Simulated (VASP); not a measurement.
Set up this calculation in VASP 6.6.1, as the native input.

* Task: single point
* Functional: LDA
* Potentials or basis: VASP PAW LDA potentials, release 64 (Li_sv, O)
* Cutoff: 520 eV
* k mesh: 8 × 8 × 8
* Occupations: gaussian, width 0.02 eV
* Spin: no spin polarisation
* Dipole correction: no
* Further INCAR settings: ALGO = Normal; EDIFF = 1e-06; NBANDS = 13

The structure of Li2O lies in POSCAR:

```
Li2O
1.0
    0.0000000000      2.2469739747      2.2469739747
    2.2469739747      0.0000000000      2.2469739747
    2.2469739747      2.2469739747      0.0000000000
Li O
2 1
Direct
    0.2500000000      0.2500000000      0.2500000000
    0.7500000000      0.7500000000      0.7500000000
    0.0000000000      0.0000000000      0.0000000000
```

The input as run:

INCAR

```
PREC = Accurate
ENCUT = 520
EDIFF = 1E-6
ISMEAR = 0
SIGMA = 0.02
LREAL = F
LASPH = T
NELM = 60
ALGO = Normal
ISIF = 2
LWAVE = F
LCHARG = T
GGA = CA
LELF = T
LVHAR = T
NBANDS = 13
```

KPOINTS

```
regular mesh
0
Gamma
  8 8 8
```

Potentials or basis: VASP PAW LDA potentials, release 64 (Li_sv, O).

Launch:

```sh
$ cat potpaw_LDA.64/Li_sv/POTCAR potpaw_LDA.64/O/POTCAR > POTCAR
$ mpirun -np 1 vasp_std > vasp.out
```

It gave:

| Property | Result |
| --- | --- |
| Band gap on the k mesh | 4.94 eV, indirect (least direct gap 5.89 eV) |

It took 7.9 s on 1 thread of Intel(R) Xeon(R) Platinum 8259CL CPU @ 2.50GHz (Skylake/Cascade Lake), with other jobs on the host, peak memory 0.12 GiB.
